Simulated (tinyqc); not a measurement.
Hueckel theory of the pi electrons, for the molecule c1ccncc1 (SMILES; centres numbered as the heavy atoms are written), step by step. One step of it, computed by the program tinyqc.

Task: Orbitals. Diagonalise; E = alpha + x beta with beta < 0, so the largest x are filled first; degenerate levels share their electrons. P = sum n_i c_ri c_si; each orbital has its largest coefficient positive (the first on a tie).

Hueckel matrix in units of beta (H = alpha + beta A), order 1C, 2C, 3C, 4N, 5C, 6C:
```
[[0.000000, 1.000000, 0.000000, 0.000000, 0.000000, 1.000000],
 [1.000000, 0.000000, 1.000000, 0.000000, 0.000000, 0.000000],
 [0.000000, 1.000000, 0.000000, 1.000000, 0.000000, 0.000000],
 [0.000000, 0.000000, 1.000000, 0.510000, 1.000000, 0.000000],
 [0.000000, 0.000000, 0.000000, 1.000000, 0.000000, 1.000000],
 [1.000000, 0.000000, 0.000000, 0.000000, 1.000000, 0.000000]]
```

pi electrons, sum of z_r less the charge = 6

Give: x values; occupations; coefficients; charge and bond-order matrix P.

Result:

x values: [2.110, 1.170, 1.000, -0.838, -1.000, -1.933]

occupations: [2.000, 2.000, 2.000, 0.000, 0.000, 0.000]

coefficients, order 1C, 2C, 3C, 4N, 5C, 6C:
```
[[0.341, 0.598, 0.000, 0.566, 0.000, 0.453],
 [0.360, 0.350, 0.500, -0.237, 0.500, -0.438],
 [0.419, -0.188, 0.500, -0.367, -0.500, 0.393],
 [0.523, -0.571, 0.000, 0.545, 0.000, -0.322],
 [0.419, -0.188, -0.500, -0.367, 0.500, 0.393],
 [0.360, 0.350, -0.500, -0.237, -0.500, -0.438]]
```

charge and bond-order matrix P, order 1C, 2C, 3C, 4N, 5C, 6C:
```
[[0.949, 0.665, 0.060, -0.326, 0.060, 0.665],
 [0.665, 1.005, 0.669, -0.023, -0.331, 0.005],
 [0.060, 0.669, 0.921, 0.653, -0.079, -0.331],
 [-0.326, -0.023, 0.653, 1.199, 0.653, -0.023],
 [0.060, -0.331, -0.079, 0.653, 0.921, 0.669],
 [0.665, 0.005, -0.331, -0.023, 0.669, 1.005]]
```
